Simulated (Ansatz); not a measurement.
Runs of Ansatz 0.2.0 on Te. Symmetry: P3_121, No. 152, trigonal system. The conventional cell has a = 4.454 Å, b = 4.454 Å, c = 5.924 Å, α = 90.00°, β = 90.00°, γ = 120.00°. Te (site symmetry 2) is surrounded by 2 Te at 2.86 Å. 

| task | level | cell | smearing | points for each segment of the path | gap on the mesh (eV) | pressure (GPa) | relaxed volume (Å³/atom) | largest force (eV/Å) |
| --- | --- | --- | --- | --- | --- | --- | --- | --- |
| single point | PBE | as given | gaussian 0.011 eV | - | 0.63 | 1.4 | - | 0.15 |
| relaxation of cell and atoms | PBEsol+D4 | relaxed | fermi-dirac 0.05 eV | - | 0.45 | 0.0 | (a) | - |
| band structure | PBE | as given | fermi-dirac 0.05 eV | 14 | - | 1.4 | - | 0.15 |
| relaxation of cell and atoms | PBE | relaxed | fermi-dirac 0.05 eV | - | 0.62 | 0.0 | (b) | - |
| relaxation of cell and atoms | PBEsol+D3(BJ) | relaxed | fermi-dirac 0.05 eV | - | 0.45 | 0.0 | 30.24 | - |

Alike in all rows: potentials or basis Ansatz PAW; no spin polarisation; k mesh 7 × 7 × 5; cutoff (eV) 420.

Task: Estimate the missing entries.

Result: (a) 30.89; (b) 35.14.

Caveats: spin-orbit coupling is left out, which moves the levels of the heavy elements; odd divisions of the mesh miss points on the zone boundary, where band edges often lie, so the gap on the mesh can be too wide (some runs); the plane-wave basis is chosen anew once the cell has moved, so the energies of steps on either side of that aren't comparable (some runs); the PAW data sets come from PBE, with cores solved anew for the run's functional, which leaves a small shift of forces and pressure (some runs); the volume moved by -11 % from the deposited cell, more than functionals usually miss (some runs).

A k mesh can miss the band edges, and the runs leave out spin-orbit coupling on Te.
